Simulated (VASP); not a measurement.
The system is CaF2 (Fluorite).

```xyz
3
Lattice="0.0000 2.7123 2.7123 2.7123 0.0000 2.7123 2.7123 2.7123 0.0000" Properties=species:S:1:pos:R:3 pbc="T T T"
Ca    0.0000    0.0000    0.0000
F     1.3562    1.3562    1.3562
F     4.0685    4.0685    4.0685
```

Base run:

| Property | Result |
| --- | --- |
| Program | VASP 6.6.1 |
| Functional | TB-mBJ |
| Potentials or basis | VASP PAW PBE potentials, release 64 (Ca_sv, F) |
| Cutoff | 520 eV |
| k mesh | 8 × 8 × 8 |
| Occupations | gaussian, width 0.03 eV |
| Spin | no spin polarisation |

Its results: band gap on the k mesh 10.33 eV, direct.

Task: The run is repeated on the same cell with these changes: functional from TB-mBJ to PBE. What comes out?

Result: Band gap on the k mesh 7.40 eV, indirect (least direct gap 7.66 eV).
